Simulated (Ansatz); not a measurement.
# Equation of state of Na under wPBEh

```
Na
1.0
    -2.14100    2.14100    2.14100
     2.14100   -2.14100    2.14100
     2.14100    2.14100   -2.14100
Na
1
Direct
  0.00000 0.00000 0.00000
```

The cell was scaled at fixed shape and fractions and run with Ansatz, Ansatz PAW, cutoff 420 eV; wPBEh, k mesh 6 × 6 × 6 on the cell of 1 atom, gaussian occupations of 0.05 eV, no spin polarisation, no spin-orbit coupling. The potentials were made for PBE. Energies are those that the program minimises, any entropy of the smearing included. For a metal such a mesh isn't converged to the digits shown.

```tsv
V (Å³/atom)	energy over the lowest row (meV/atom)
36.9010	1.367
37.6861	0.285
38.4712	0.000
39.2564	0.441
40.0415	?
40.8266	3.242
41.6117	5.489
```

Task: Fit the third-order Birch-Murnaghan form, give V0, B0 and B′, and predict the energy left open.

Result: With y = (V0/V)^(2/3), E = E0 + (9 V0 B0/16) [(y - 1)³ B′ + (y - 1)² (6 - 4y)]. Least squares through the rows shown give V0 = 38.3749 Å³/atom, E0 = -0.005 meV, B0 = 7.313 GPa (1 eV/Å³ = 160.218 GPa) and B′ = 3.64, with a largest miss of 0.000 meV. At V = 40.0415 the form with these constants gives 1.541 meV; the run gave 1.541 meV an atom.
